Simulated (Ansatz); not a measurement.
The system is MoS2.

```
CELL_PARAMETERS angstrom
1.58550 0.91539 6.11500
-1.58550 0.91539 6.11500
0.00000 -1.83078 6.11500
ATOMIC_POSITIONS crystal
Mo 0.00000 0.00000 0.00000
S 0.25000 0.25000 0.25000
S 0.75000 0.75000 0.75000
```

Measurements of this composition are mostly on another form, of space group No. 194.

- Program: Ansatz 0.2.0
- Task: single point
- Functional: PBE
- Potentials or basis: all-electron LAPW, scalar-relativistic
- Cutoff: 267 eV (chosen from the basis error)
- Basis error allowed: 0.001 eV/atom
- k mesh: 10 × 10 × 10
- Occupations: fermi-dirac, width 0.05 eV
- Spin: no spin polarisation

On this cell: pressure 7.9 GPa; largest force 1.005 eV/Å; band gap on the k mesh none (metal or under the smearing width).

The same run follows on a disturbed copy (atoms moved at random, drawn with an rms of 0.05 Å):

```
Mo S
1.0
     1.58550    0.91539    6.11500
    -1.58550    0.91539    6.11500
     0.00000   -1.83078    6.11500
Mo S
1 2
Cartesian
  0.0266 -0.0177 0.0017
  -0.0128 0.0242 4.5630
  0.0144 -0.0597 13.7233
```

Q: What changes?

A: The energy (extrapolated to zero smearing) moves by +15.5 meV/atom; pressure 8.9 GPa; largest force 1.601 eV/Å; band gap on the k mesh none (metal or under the smearing width).

Forces on the atoms (eV/Å):
```
Mo  -0.212 -0.052 -0.789
S    0.227 -0.371 -0.755
S   -0.016  0.423  1.544
```

Stress tensor (GPa, compression positive):
```
 9.00 -0.42 -1.10
-0.42  5.58  3.55
-1.10  3.55 12.01
```

Caveats: the cell's inner coordinates are idealised or old, which leaves forces on the atoms.
